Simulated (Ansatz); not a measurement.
# C: the cost of one run

Method: DFT PBE+D3(BJ), scalar-relativistic, plane waves, PAW, in Ansatz 0.2.0.

## 1. The system as given

It takes space group Fmmm (No. 69, orthorhombic). The conventional cell has a = 2.456 Å, b = 4.254 Å, c = 6.696 Å, α = 90.00°, β = 90.00°, γ = 90.00°. C (site symmetry m2m) is surrounded by 3 C at 1.42 Å.

Structure file:

```
CELL_PARAMETERS angstrom
0.00000 2.12700 3.34800
1.22800 0.00000 3.34800
1.22800 2.12700 0.00000
ATOMIC_POSITIONS crystal
C 0.16667 0.83333 0.16667
C 0.83333 0.16667 0.83333
```

No relaxation comes first: the listed cell is the starting point.

## 2. Next: an axial (c/a) deformation path

At fixed volume and fractional coordinates, lengths along (0.000, 0.000, 1.000) are scaled against those across it; ρ is that ratio over its starting value.

## 3. ρ = 0.850

File input.yaml:

```yaml
crystal:
  lattice:
    - [0.0, 2.2454041173, 3.0042176949]
    - [1.2963593117, 0.0, 3.0042176949]
    - [1.2963593117, 2.2454041173, 0.0]
  atoms:
    - { symbol: C, position: [0.16667, 0.83333, 0.16667] }
    - { symbol: C, position: [0.83333, 0.16667, 0.83333] }
basis:
  ecutwfc: 420
kpoints:
  mp_grid: { grid: [14, 14, 14] }
hamiltonian:
  xc: pbe
  dispersion: d3bj
scf:
  occupations: { method: gaussian, width: 0.05 }
output:
  forces: true
  stress: true
  eigenvalues: true
```

Command:

```sh
$ ansatz run input.yaml --threads 1 --pin off --max-ram 1228MiB --backend cpu --events-out ev --progress --plain --runs-dir out
```

Q: Estimate wall time and peak memory on 1 thread of an Arm CPU, shared host.

About 5.5 s, with a peak of 0.33 GiB.
